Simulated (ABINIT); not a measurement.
Write the native input for ABINIT 10.8.3 (patched build) that does the following.

- Task: equation of state
- Functional: PBE
- Potentials or basis: JTH PAW PBE v2.0
- Cutoff: 463 eV
- k mesh: 9 × 9 × 5
- Occupations: fermi-dirac, width 0.05 eV
- Spin: no spin polarisation
- Fine-grid cutoff: 925.187 eV
- Exchange and correlation inside the PAW spheres: full angular mesh (pawxcdev 0, this build's default; the released program takes 1)

The system is Zr.

```xyz
2
Lattice="3.2320 0.0000 0.0000 -1.6160 2.7990 0.0000 0.0000 0.0000 5.1470" Properties=species:S:1:pos:R:3 pbc="T T T"
Zr    1.6160    0.9330    3.8603
Zr    0.0000    1.8660    1.2868
```

The input as run:

run.abi

```
# Datasets: one volume each
ndtset 7
getwfk -1
scalecart1 3*0.9795861087
scalecart2 3*0.9864848297
scalecart3 3*0.9932883884
scalecart4 3*1.0000000000
scalecart5 3*1.0066227096
scalecart6 3*1.0131594038
scalecart7 3*1.0196128224

# Pseudopotentials
pp_dirpath "./"
pseudos "Zr.GGA_PBE-JTH.xml"

# Structure
acell 3.232 3.232 5.147 Angstrom
rprim
     1.0000000000     0.0000000000     0.0000000000
    -0.5000000000     0.8660254038     0.0000000000
     0.0000000000     0.0000000000     1.0000000000
ntypat 1
znucl 40
natom 2
typat 1 1
xred
     0.6666666667     0.3333333333     0.7500000000
     0.3333333333     0.6666666667     0.2500000000

# Plane-wave basis
ecut 17.0
pawecutdg 34.0

# k points
kptopt 1
ngkpt 9 9 5
nshiftk 1
shiftk 0.0 0.0 0.0

# Exchange and correlation
ixc 11

# Bands and occupations
nband 16
occopt 3
tsmear 0.05 eV

# SCF cycle
nstep 100
tolvrs 1.0e-9

# Output
iomode 3
prtwf 1
prtden 0
prteig 0
prtebands 0
enunit 2
```

Potentials or basis: JTH PAW PBE v2.0.

Launch:

```sh
$ abinit run.abi > log 2>&1
```

Results of the run:

- Equilibrium volume: 23.40 Å³/atom
- Bulk modulus at fixed shape and positions: 94 GPa
- Pressure derivative of the bulk modulus: 3.3

Caveat: pressures at fixed basis lie under the slope of the energies; the cell was scaled at fixed shape and fractional positions, which overstates the stiffness of a crystal with free parameters, most of all of layers and chains.

Run time: 2.1 min on 1 thread of Intel(R) Xeon(R) Processor @ 2.70GHz, with other jobs on the host, peak memory 0.16 GiB.
